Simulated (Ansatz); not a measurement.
# NbTe2 monolayer (2H): following an unstable mode

Aim: this structure of NbTe2 monolayer (2H) is to be tested for unstable modes, and one is followed downhill.

Method: DFT PBE, scalar-relativistic, plane waves, PAW, in Ansatz 0.2.0.

**1. Set-up**

The cell holds 3 atoms: 1 Nb and 2 Te. Its edges and angles: a = 3.694 Å, b = 3.694 Å, c = 31.000 Å, α = 90.0°, β = 90.0°, γ = 120.0°. Vacuum lies along c.

Coordinates:

```cif
data_structure
_symmetry_space_group_name_H-M 'P 1'
_symmetry_Int_Tables_number 1
_cell_length_a 3.6942
_cell_length_b 3.6942
_cell_length_c 31.0000
_cell_angle_alpha 90.000
_cell_angle_beta 90.000
_cell_angle_gamma 120.000
_cell_volume 366.38
loop_
_atom_site_label
_atom_site_type_symbol
_atom_site_fract_x
_atom_site_fract_y
_atom_site_fract_z
_atom_site_occupancy
Nb1 Nb 0.33333 0.66667 0.32258 1
Te2 Te 0.66667 0.33333 0.38197 1
Te3 Te 0.66667 0.33333 0.26319 1
```

**2. The dispersion**

The cell comes from relaxations at this level that are not shown. Stability and thermal properties need the whole zone. Linear response on a 4×4×1 q mesh gives force constants as far as a supercell of that size would.

input.yaml reads:

```yaml
crystal:
  lattice:
    - [3.6941741295, 0.0, 0.0]
    - [-1.8470870647, 3.1992486421, 0.0]
    - [0.0, 0.0, 31.0]
  atoms:
    - { symbol: Nb, position: [0.3333333333, 0.6666666667, 0.3225806452] }
    - { symbol: Te, position: [0.6666666667, 0.3333333333, 0.3819730431] }
    - { symbol: Te, position: [0.6666666667, 0.3333333333, 0.2631882473] }
  periodic: [true, true, false]
kpoints:
  mp_grid: { grid: [20, 20, 1] }
hamiltonian:
  xc: pbe
scf:
  occupations: { method: methfessel_paxton, width: 0.15 }
output:
  eigenvalues: true
phonons:
  method: dfpt
  qmesh: [4, 4, 1]
  temperatures: { t_max: 1000, t_step: 50 }
  qpath:
    path:
      - [0.0, 0.0, 0.0]
      - [0.5, 0.0, 0.0]
      - [0.33333333, 0.33333333, 0.0]
      - [0.0, 0.0, 0.0]
    npoints: 10
```

Command:

```bash
> ansatz run input.yaml --threads 8 --pin off --max-ram 14336MiB --backend cpu --events-out ev --progress --plain --runs-dir out
```

Numbers of over 12 decimals in the logs are rounded to 6 here.

Output:

```text
Warning: crystal.symmetry: narrowed to the stabiliser of the run's FFT grids — unitary ops 12 → 6. A phonons.method: dfpt run fills in the rows of the dynamical matrix that it does not solve by its symmetry operations, which is exact only for operations that map its FFT grids onto themselves: filled in by any other, the frequencies could depend on the order in which like atoms are typed, or, by more than the grids' own error, on where the crystal sits among the grids' points. Excluded: 6 operations. The run can therefore solve more perturbations, solve them on more k-points, or both, and cost more. [rest of the remark cut]
Engine: ansatz 0.2.0, aarch64-unknown-linux-gnu
Pseudopotentials: kind: paw
Pseudopotential: Nb, paw, valence charge 13, recommended cutoff 420 eV (normal), Nb.paw.azcp
Pseudopotential: Te, paw, valence charge 16, recommended cutoff 420 eV (normal), Te.paw.azcp
Functional definition: PBE
  parameter kappa = 0.804
  parameter beta = 0.066725
  exchange = pbe_x(kappa = kappa, mu = beta*pi^2/3)
  correlation = pbe_c(beta = beta)
Crystal: 3 atoms, lattice volume = 366.376 Å³
Basis set: ecut = 420 eV, 7195 PW (Γ), exchange–correlation on 50×50×432 points (8 copies of the dense FFT grid, shifted against one another)
Bands: 27, of which v1, the nominal top of the filled ones, is band 23 counted from 1 (22 counted from 0)
Symmetry: 12 space group operations
k-points: 44 of 400 (irreducible under 6 space group operations, time reversal used)
Non-local potential: Nb, projectors of the file, l = 0: 3, l = 1: 2, l = 2: 2, l = 3: 1
Non-local potential: Te, projectors of the file, l = 0: 2, l = 1: 2, l = 2: 2, l = 3: 2
PAW form: soft (Blöchl's): semilocal exchange-correlation on the pseudo side does not see the compensation charge
PAW one-centre angular grid: Nb, 590 points (default); XC on 64 Gauss nodes
PAW one-centre angular grid: Te, 590 points (default); XC on 64 Gauss nodes
Initial density: superposition of atomic densities (neutral atoms: chi_scale 0, normalization atom), corrected by the library's trained network
Initial wavefunctions: pseudopotential atomic-orbital guess
Functional: x = pbe(κ = 0.804, μ = 0.219515), c = pbe(β = 0.066725)
SCF iter   1: F=—  HF=-18513.477978 eV  |F-HF|=—  |Δ(HF+E_count)|=         —  Δρ=2.60e-3  dr2=9.45e-2  ethr=1.77e-3  ⟨swp⟩=13.1  Hψ=8154  notcnv=0
preconditioner: auto → LDOS  [metal: Δε(μ)=0.045 eV  Ē_g=6.634 eV  σ=0.150 eV  W_gap=0.25  n_scr=18 (ndim 8)  ℏωp=8.0 eV  f_vac=0.751  D(μ)=3.91/eV (n_scr^D=12)  β→1.0]
SCF iter   2: F=—  HF=-18513.475990 eV  |F-HF|=—  |Δ(HF+E_count)|=   1.99e-3  S|Δr|=    0.00e0  Δρ=1.35e-3  dr2=6.04e-3  ethr=2.10e-4  ⟨swp⟩=3.2  Hψ=2324  notcnv=0
SCF iter   3: F=—  HF=-18513.475906 eV  |F-HF|=—  |Δ(HF+E_count)|=   8.48e-5  S|Δr|=    0.00e0  Δρ=5.64e-4  dr2=3.04e-3  ethr=1.34e-5  ⟨swp⟩=3.1  Hψ=2431  notcnv=0
SCF iter   4: F=—  HF=-18513.475553 eV  |F-HF|=—  |Δ(HF+E_count)|=   3.52e-4  S|Δr|=    0.00e0  Δρ=1.98e-4  dr2=2.71e-4  ethr=6.77e-6  ⟨swp⟩=3.2  Hψ=2446  notcnv=0
SCF iter   5: F=—  HF=-18513.475515 eV  |F-HF|=—  |Δ(HF+E_count)|=   3.85e-5  S|Δr|=    0.00e0  Δρ=4.48e-5  dr2=1.64e-5  ethr=6.02e-7  ⟨swp⟩=3.6  Hψ=2562  notcnv=0
SCF iter   6: F=—  HF=-18513.475522 eV  |F-HF|=—  |Δ(HF+E_count)|=   6.58e-6  S|Δr|=    0.00e0  Δρ=9.81e-6  dr2=2.42e-7  ethr=3.64e-8  ⟨swp⟩=3.4  Hψ=1978  notcnv=0
SCF iter   7: F=—  HF=-18513.475605 eV  |F-HF|=—  |Δ(HF+E_count)|=   8.32e-5  S|Δr|=    0.00e0  Δρ=1.76e-6  dr2=7.94e-9  ethr=5.37e-10  ⟨swp⟩=3.8  Hψ=2713  notcnv=0
SCF iter   8: F=—  HF=-18513.475605 eV  |F-HF|=—  |Δ(HF+E_count)|=   8.70e-8  S|Δr|=    0.00e0  Δρ=3.84e-7  dr2=5.37e-10  ethr=1.77e-11  ⟨swp⟩=3.4  Hψ=2693  notcnv=0
SCF iter   9: F=—  HF=-18513.475605 eV  |F-HF|=—  |Δ(HF+E_count)|=   2.55e-9  S|Δr|=    0.00e0  Δρ=9.15e-8  dr2=3.74e-11  ethr=1.19e-12  ⟨swp⟩=2.8  Hψ=2540  notcnv=0
SCF iter  10: F=-18513.475605 eV  HF=-18513.475605 eV  |F-HF|=1.02e-10  |Δ(HF+E_count)|=  4.07e-10  S|Δr|=    0.00e0  Δρ=2.59e-8  dr2=3.35e-12  ethr=1.00e-12  ⟨swp⟩=14.5  Hψ=8549  notcnv=0
SCF 1 converged in 10 iterations: F = -18513.475605 eV  dr2 = 3.35e-12
  greatest PAW one-centre occupation: 0.998 electrons in one spin orbital (limit 2), on the Nb atom at site 0 (counted from 0), in its partial waves of l = 0
phonons: the bands overlap, so this run is a metal and interpolates without the dipole-dipole term. If the crystal is really an insulator or semiconductor, its LO-TO splitting is missing
NSCF: frozen V_eff on 44 k-points
NSCF: frozen V_eff on 111 k-points
DFPT response loops at q = (0, 0, 0) (fractional): preconditioner auto → none (partly filled bands, converged f_vac=0.748); β = 0.50; Broyden in place of MSR1
NSCF: frozen V_eff on 420 k-points
DFPT response loops at q = (0, 0.25, 0) (fractional): mixed as the last ones told, above
NSCF: frozen V_eff on 222 k-points
DFPT response loops at q = (0, -0.5, 0) (fractional): mixed as the last ones told, above
NSCF: frozen V_eff on 800 k-points
DFPT response loops at q = (0.25, 0.25, 0) (fractional): mixed as the last ones told, above
SCF converged after 10 iterations
Stability not checked: this state was not tested for a lower state beside it, because cold or Methfessel-Paxton smearing, or corrected tetrahedra, fill the levels in a way that the test cannot read (fill_not_monotonic; see scf.lower_state_search)
Free energy (F): -18513.475605 eV
Harris-Foulkes:  -18513.475605 eV  (|F-HF|=1.02e-10)
Internal energy: -18513.471789 eV  (E = F + TS)
E sigma→0 (E₀):  -18513.474651 eV
Entropy (-TS):   -0.003816 eV (-1.272 meV/atom)
Fermi energy:    -5.014232 eV
--- Per-component energies (eV) ---
  E_band       = -1316.237441
  E_kinetic    = 753.703604
  E_local      = -94170.220841  (includes V_loc(G=0)·N_el)
  E_nonlocal   = -500.172954
  E_hartree    = 46944.378761
  E_xc         = -423.309863
  E_vxc        = -420.161340  (∫ρ·V_xc dr)
  E_paw        = -12398.659327  (= ΣΔE_a)
  E_vpaw       = -868.143044  (= ΣTr[D̂ρ^β])
  E_aug_tail   = -0.000344  (compensation charges beyond the density's cutoff)
  E_ewald      = 41280.809175
  E_smearing   = -0.003816  (= −TS)
  E_closure    = -0.000000  (closes the sum)
  Σ components = -18513.475605   (vs F -18513.475605, Δ=0.00e0)
--- Band table (eV; the first three rows and the last of 44) ---
  k-point 0: bands = [... 19 lower, -6.3088, -5.4730, -5.4730, -4.7627, -2.0738, -2.0738, -1.8203, -1.8203]
  k-point 1: bands = [... 19 lower, -6.2847, -5.5243, -5.4703, -4.7698, -2.1846, -2.0283, -1.9967, -1.8774]
  k-point 2: bands = [... 19 lower, -6.2144, -5.6646, -5.4957, -4.7998, -2.4110, -2.3583, -2.0317, -1.9069]
  k-point 43: bands = [... 19 lower, -7.6715, -7.4838, -6.3752, -4.5386, -3.3743, -2.4790, -2.0746, -0.8023]
--- Phonons (Γ-DFPT): 6 representative perturbations + reference (Σ response iterations 29) ---
  ASR residual: 8.136e-5 → 0.000e0 eV/Å²; symmetrization residual: 4.188e-5 eV/Å²
  The last average, over the group as it would stand without the narrowing to the FFT grids, took up to 1.296e-5 eV/Å² of the zone centre's force constants
  ASR residual per site (eV/Å²): 8.14e-5 3.70e-5 3.29e-5
  Γ frequencies (cm⁻¹): 0.00 0.00 0.00 90.56 90.56 155.58 199.82 199.82 241.26
--- Phonons (arbitrary-q DFPT): 4 irreducible q on the 4×4×1 mesh ---
  q = [0.0000, 0.0000, 0.0000] (star 1, of the zone-centre solve; hermiticity 5.75e-6, symmetrization 5.26e-11, taken by the last average 8.89e-7): -0.00 0.00 0.00 90.56 90.56 155.58 199.82 199.82 241.26
  q = [0.0000, 0.2500, 0.0000] (star 6, 9 solved perturbations on 210 of 400 k-point pairs; hermiticity 6.35e-6, symmetrization 1.75e-9, taken by the last average 1.03e-6): -79.33 35.98 38.39 103.64 116.58 124.43 145.65 172.32 221.09
  q = [0.0000, -0.5000, 0.0000] (star 3, 9 solved perturbations on 111 of 400 k-point pairs; hermiticity 5.93e-6, symmetrization 4.75e-9, taken by the last average 1.30e-6): -33.99 71.89 76.51 109.88 130.48 138.00 142.50 182.13 200.76
  q = [0.2500, 0.2500, 0.0000] (star 6, 6 solved perturbations in 1830 linear systems a pass and spin channel, the states on 400 of 400 k-point pairs; hermiticity 3.38e-6, symmetrization 1.64e-9, taken by the last average 1.40e-6): 40.10 71.25 75.26 121.09 130.10 130.10 141.28 187.77 201.11
  sum rule: each row above includes the acoustic sum rule's correction from the zone centre's row sums; it moved no ω² by more than (0.49 cm⁻¹)²
  mesh force constants: q→R imaginary residual 2.93e-18; ASR residual 8.136e-5 → 0.000e0 eV/Å²; symmetrization residual 7.105e-15 eV/Å²
  interpolated dispersion: 31 rows × 9 modes
  density of states and harmonic sums: on the 20×20×1 q-mesh, interpolated from the force constants of a 4×4×1 supercell (no non-analytic term)
  largest difference from the sums on the solved wave vectors: F 2.02e-2 eV, S 2.15e-5 and C_V 1.29e-6 eV/K
  zero-point energy: 0.063703 eV/cell   skipped modes (ω ≤ 0): 34, of them read as no rigid motion or as one in doubt: 31 (7.275e-1 modes/cell left out, lowest -85.27 cm⁻¹)   left out of the sums: 8.17e-2 of the cell's modes: C_V's classical limit lies that fraction below 3 k_B per atom; for a crystal, a wire or a layer, F and S can be off by more, and a phonons.interpolated_qmesh denser along its periods is the remedy for the sampling
```

Elapsed: 14 min, on 8 threads of Arm Neoverse V2, shared host; peak memory 7.6 GiB.

This step gave:

| Property | Result |
| --- | --- |
| gap on the k-mesh | 0 eV |
| sum-rule residual before enforcement | 8.14e-5 eV/Å² |
| lowest frequency on the path | -85.27 cm⁻¹ |
| point group | -6m2 |
| highest frequency on the path or at a solved wavevector | 241.3 cm⁻¹ |
| area per atom | 3.94 Å² |
| highest optical mode at the zone centre (no LO-TO term) | 241.3 cm⁻¹ |
| lowest optical zone-centre mode | 90.56 cm⁻¹ |
| lowest mode on the q mesh (acoustic modes at Γ apart) | -79.33 cm⁻¹ |

Frequencies (cm⁻¹) solved at each irreducible wavevector; negative means imaginary. Frequencies by wavevector, by row:

```
q in reciprocal lattice units  star  mode 1  mode 2  mode 3  mode 4  mode 5  mode 6  mode 7  mode 8  mode 9
                        0 0 0     1       0       0       0    90.6    90.6   155.6   199.8   199.8   241.3
                     0 0.25 0     6   -79.3      36    38.4   103.6   116.6   124.4   145.7   172.3   221.1
                     0 -0.5 0     3     -34    71.9    76.5   109.9   130.5     138   142.5   182.1   200.8
                  0.25 0.25 0     6    40.1    71.2    75.3   121.1   130.1   130.1   141.3   187.8   201.1
```

Interpolated from a 4×4×1 q mesh. Phonon branches along the path, in cm⁻¹:

| point | branch 1 | branch 2 | branch 3 | branch 4 | branch 5 | branch 6 | branch 7 | branch 8 | branch 9 |
| --- | --- | --- | --- | --- | --- | --- | --- | --- | --- |
| Γ | 0 | 0 | 0 | 91 | 91 | 156 | 200 | 200 | 241 |
| halfway | -79 | 36 | 38 | 104 | 117 | 124 | 146 | 172 | 221 |
| M | -34 | 72 | 76 | 110 | 130 | 138 | 142 | 182 | 201 |
| halfway | 55 | 77 | 80 | 121 | 129 | 135 | 144 | 188 | 202 |
| K | 82 | 83 | 96 | 122 | 132 | 135 | 146 | 173 | 219 |
| halfway | -76 | 37 | 45 | 109 | 120 | 123 | 136 | 179 | 214 |
| Γ | 0 | 0 | 0 | 91 | 91 | 156 | 200 | 200 | 241 |

The phonon branches as a text plot (rows in cm⁻¹):

```
    234 |*******                                         ********
    221 |       ******                *******         ***
    207 |             ********     ***       **   ****
    194 |*****                ******           ***           ****
    180 |   ******    **********    *****  ****   ***********
    166 |     **  ****                   **              **
    153 |***    **                                           ****
    139 |   ****  ***************************************  **
    126 |       *******************************************
    112 |       *******************               *********
     98 | **********                  *******         **********
     85 |***                       ************                 *
     71 |               **************     *******
     58 |             ****         *         **   **
     44 |         ****            *               ****
     30 |     ******            **                  *******
     17 |   ****                                         *******
      3 |*****                                             ******
    -10 |                                                  **
    -24 |                     **               ***
    -38 |     **          ****                           **
    -51 |
    -65 |       **      **                        **  ***
    -78 |         ******                            **
         Γ                   M           K                      Γ
```

Symmetry leaves 4 wavevectors to solve. The lowest mode among them, the acoustic zeros apart, lies at q = (0, 0.25, 0) and is imaginary, 79.3i cm⁻¹, so the energy falls along it. Between them the interpolated path dips to 85i cm⁻¹.

**3. The mode frozen in, largest atomic shift 0 Å**

The mode followed lies at q = (0, -0.5, 0) with frequency 34.0i cm⁻¹, one of the unstable modes though not the softest. At small amplitude the distorted cell has space group no. 25 by a symmetry search on the positions. The undistorted cell that holds it gives the zero of energy on the same k mesh.

System of this step: NbTe2 monolayer (2H). The cell holds 6 atoms: 2 Nb and 4 Te. Cell: a = 3.694 Å, b = 6.398 Å, c = 31.000 Å, α = 90.0°, β = 90.0°, γ = 90.0°. It derives from NbTe2. Vacuum lies along c.

input.yaml reads:

```yaml
crystal:
  lattice:
    - [3.6941741295, 0.0, 0.0]
    - [1.0e-10, 6.3984972842, 0.0]
    - [0.0, 0.0, 31.0]
  atoms:
    - { symbol: Nb, position: [0.0, 0.3333333333, 0.3225806452] }
    - { symbol: Nb, position: [0.5, 0.8333333333, 0.3225806452] }
    - { symbol: Te, position: [0.5, 0.1666666667, 0.3819730431] }
    - { symbol: Te, position: [0.0, 0.6666666667, 0.3819730431] }
    - { symbol: Te, position: [0.5, 0.1666666667, 0.2631882473] }
    - { symbol: Te, position: [0.0, 0.6666666667, 0.2631882473] }
  periodic: [true, true, false]
kpoints:
  mp_grid: { grid: [10, 6, 1] }
hamiltonian:
  xc: pbe
scf:
  occupations: { method: methfessel_paxton, width: 0.15 }
output:
  forces: true
  stress: true
  eigenvalues: true
```

Output:

```text
[...]
Crystal: 6 atoms, lattice volume = 732.752 Å³
Basis set: ecut = 420 eV, 14391 PW (Γ), exchange–correlation on 50×90×432 points (8 copies of the dense FFT grid, shifted against one another)
Bands: 54, of which v1, the nominal top of the filled ones, is band 45 counted from 1 (44 counted from 0)
Symmetry: 8 space group operations
[...]
k-points: 24 of 60 (time reversal used)
[...]
k-point 1: bands = [... 41 lower, -5.6086, -5.4793, -5.3976, -5.3974, -4.7850, -3.0020, -2.7738, -2.3339, ... 5 higher]
  k-point 2: bands = [... 41 lower, -5.9342, -5.6532, -5.5602, -5.4151, -4.9138, -2.9579, -2.9107, -2.8009, ... 5 higher]
  k-point 23: bands = [... 41 lower, -6.2762, -5.3439, -5.3439, -5.3221, -5.3221, -3.0142, -3.0142, -2.6594, ... 5 higher]
  ° read free of the cell's end (the report's vacuum.weakly_bound_levels)
[key lines of the parts left out:]
SCF converged after 7 iterations
Free energy (F): -37026.951769 eV
Fermi energy:    -5.009926 eV
P = ½ c Tr σ = 0.0061 N/m
```

Run time: 10 s. Hardware: 8 threads; peak memory 2.1 GiB; 76 s of CPU time.

This step gave:

```
energy from the undistorted cell : 0 meV/atom
```

**4. The mode frozen in, largest atomic shift 0.08 Å**

The atoms are moved along the unstable eigenvector, the largest shift by 0.08 Å, with the cell fixed.

input.yaml, the sections that differ from step 3:

```yaml
crystal:
  lattice:
    - [3.6941741295, 0.0, 0.0]
    - [1.0e-10, 6.3984972842, 0.0]
    - [0.0, 0.0, 31.0]
  atoms:
    - { symbol: Nb, position: [0.0, 0.3208303977, 0.3225806452] }
    - { symbol: Nb, position: [0.5, 0.845836269, 0.3225806452] }
    - { symbol: Te, position: [0.5, 0.1679338181, 0.3833790212] }
    - { symbol: Te, position: [0.0, 0.6653995152, 0.380567065] }
    - { symbol: Te, position: [0.5, 0.1679338181, 0.2617822692] }
    - { symbol: Te, position: [0.0, 0.6653995152, 0.2645942253] }
  periodic: [true, true, false]
# kpoints, hamiltonian, scf, output: as in step 3
```

Output:

```text
[...]
Crystal: 6 atoms, lattice volume = 732.752 Å³
Basis set: ecut = 420 eV, 14391 PW (Γ), exchange–correlation on 50×90×432 points (8 copies of the dense FFT grid, shifted against one another)
Bands: 54, of which v1, the nominal top of the filled ones, is band 45 counted from 1 (44 counted from 0)
Symmetry: 4 space group operations
[...]
k-points: 24 of 60 (time reversal used)
[...]
k-point 1: bands = [... 41 lower, -5.5797, -5.4307, -5.3824, -5.3767, -4.7870, -2.9937, -2.8440, -2.3312, ... 5 higher]
  k-point 2: bands = [... 41 lower, -5.8957, -5.6111, -5.5342, -5.3913, -4.9119, -3.1142, -2.9613, -2.6429, ... 5 higher]
  k-point 23: bands = [... 41 lower, -6.0388, -5.4898, -5.4111, -5.2306, -5.2267, -3.0604, -2.9448, -2.6029, ... 5 higher]
  ° read free of the cell's end (the report's vacuum.weakly_bound_levels)
[key lines of the parts left out:]
SCF converged after 9 iterations
Free energy (F): -37026.952649 eV
Fermi energy:    -5.026818 eV
P = ½ c Tr σ = 0.0059 N/m
```

Wall time 13 s (8 threads); peak memory 2.1 GiB; 99 s of CPU time.

Numbers from this step:

* energy from the undistorted cell: -0.395 meV/atom

The energy, extrapolated to zero smearing, is -0.40 meV/atom against the undistorted cell.

**5. Energy along the mode, all amplitudes (two of the runs are shown above)**

An imaginary frequency means negative curvature, so the energy should fall and then rise again as anharmonic terms take over.

This step gave:

```
depth at the lowest point sampled  : 0.395 meV/atom
largest atomic shift at that point : 0.08 Å
```

Table of energy from the parent by largest atomic shift:

```csv
largest atomic shift (Å),energy from the parent (meV/atom)
0.0000,0
0.0400,-0.205
0.0800,-0.395
0.1400,4.55
```

Displacement at unit largest shift by atom:

```
atom  x (Å)  y (Å)  z (Å)  size
 Nb1   0.00  -1.00   0.00  1.00
 Nb2   0.00   1.00   0.00  1.00
 Te3   0.00   0.10   0.55  0.55
 Te4   0.00  -0.10  -0.55  0.55
 Te5   0.00   0.10  -0.55  0.55
 Te6   0.00  -0.10   0.55  0.55
```

The lowest of the steps tried is at 0.08 Å, 0.395 meV/atom below the parent; the bottom of the well need not coincide with a step.

(Continued in part 2 of 3.)

[Logs are printed without paths, hosts, clocks, repeated set-up lines and the standing remarks that a program may print on its own settings, such as how far it seeks lower states.]

[Hosts, paths, dates, database ids (printed as entryN), source tags and the programs' standing remarks are cut or masked in the printed files.]
